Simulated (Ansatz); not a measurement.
# SnS2: the cost of one run

Computed with Ansatz 0.2.0 (DFT PBE+D3(BJ), scalar-relativistic, plane waves, PAW, unless a step's input says otherwise).

4 further runs of the same task are left out: 1 that didn't finish, 3 set aside as unsound or not needed.

### Step 1. The starting structure

The structure is trigonal, space group P-3m1 (No. 164). The conventional cell has a = 3.669 Å, b = 3.669 Å, c = 5.806 Å, α = 90.00°, β = 90.00°, γ = 120.00°. Sn (site symmetry -3m) is surrounded by 6 S at 2.58 Å. S (site symmetry 3m) has 3 Sn at 2.58 Å as nearest neighbours.

Coordinates:

```cif
data_structure
_symmetry_space_group_name_H-M 'P-3m1'
_symmetry_Int_Tables_number 164
_cell_length_a 3.6693
_cell_length_b 3.6693
_cell_length_c 5.8063
_cell_angle_alpha 90.000
_cell_angle_beta 90.000
_cell_angle_gamma 120.000
_cell_volume 67.70
loop_
_atom_site_label
_atom_site_type_symbol
_atom_site_symmetry_multiplicity
_atom_site_Wyckoff_symbol
_atom_site_fract_x
_atom_site_fract_y
_atom_site_fract_z
_atom_site_occupancy
Sn1 Sn 1 a 0.00000 0.00000 0.00000 1
S1 S 2 d 0.66667 0.33333 0.25460 1
```

It is the result of an earlier relaxation at this level (volume 22.57 Å³/atom; gap on the mesh: 1.25 eV).

### Step 2. The cell under 2 GPa

At a set pressure the run lowers the enthalpy E + PV, so the energy alone may rise along the way.

Input file input.yaml:

```yaml
crystal:
  lattice:
    - [3.6692796323, 0.0, 0.0]
    - [-1.8346398162, 3.1776893752, 0.0]
    - [0.0, 0.0, 5.8062614062]
  atoms:
    - { symbol: Sn, position: [0.0, 0.0, 0.0] }
    - { symbol: S, position: [0.6666666667, 0.3333333333, 0.2546020429] }
    - { symbol: S, position: [0.3333333333, 0.6666666667, 0.7453979571] }
basis:
  ecutwfc: 420
kpoints:
  mp_grid: { grid: [12, 12, 6] }
hamiltonian:
  xc: pbe
  dispersion: d3bj
scf:
  occupations: { method: fixed }
output:
  forces: true
  stress: true
  eigenvalues: true
relax:
  adjacent_minimum: "off"
  f_tol: 0.001
  max_steps: 60
  cell: { stress_tol: 0.02, p_target: 2.0 }
```

Started as:

```
ansatz run input.yaml --threads 1 --pin off --max-ram 3072MiB --backend cpu --events-out ev --progress --plain --runs-dir out
```

Q: Estimate wall time and peak memory on 1 thread of Intel Xeon Platinum 8259CL at 2.50GHz (Skylake/Cascade Lake), shared host.

About 59 s, with a peak of 0.47 GiB.
